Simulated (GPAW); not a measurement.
Input of a GPAW 26.7.0 run:

The input run.py:

```python
from ase import Atoms
from ase.filters import FrechetCellFilter
from ase.io import write
from ase.optimize import BFGS
from gpaw import GPAW, PW, setup_paths

setup_paths.insert(0, '.')

atoms = Atoms(['Ti'],
              cell=[[0.0, 2.03, 2.03],
                    [2.03, 0.0, 2.03],
                    [2.03, 2.03, 0.0]],
              scaled_positions=[[0.0, 0.0, 0.0]],
              pbc=True)

calc = GPAW(mode=PW(600),
            xc='PBEsol',
            kpts={'size': (11, 11, 11), 'gamma': True},
            occupations={'name': 'fermi-dirac', 'width': 0.05},
            nbands=14,
            convergence={'density': 1e-05, 'forces': 0.0001},
            maxiter=150,
            txt='gpaw.txt')
atoms.calc = calc
opt = BFGS(FrechetCellFilter(atoms), trajectory='relax.traj', logfile='-')
done = opt.run(fmax=0.02, steps=60)
calc.write('gs.gpw')
write('result.traj', atoms)
print('Converged:', done)
print('Cell:', atoms.cell.cellpar().round(4))
print('Volume:', round(atoms.get_volume(), 4))
print(atoms.get_scaled_positions().round(5))
```

Potentials or basis: PAW data sets generated in the run's folder for this functional, pw.

Command:

```console
$ gpaw-setup -f PBEsol Ti
$ OMP_NUM_THREADS=1 python run.py
```

Q: Estimate the band gap on the k mesh.

A: None (metal or under the smearing width).

Q: Predict the relaxed cell.

A: a = 2.863 Å, b = 2.863 Å, c = 2.863 Å, α = 60.00°, β = 60.00°, γ = 60.00°.

Q: Estimate the space group after relaxing (to 0.05 Å).

A: Fm-3m (No. 225).

Step by step:
```tsv
step	energy change (eV)	largest force (eV/Å)	pressure (GPa)	volume (Å³)
1	0.0000	0.0000	-0.95	16.73
2	0.0001	0.0000	-0.47	16.66
3	0.0003	0.0000	0.00	16.59
```

Caveat: later steps reuse the first step's grids.
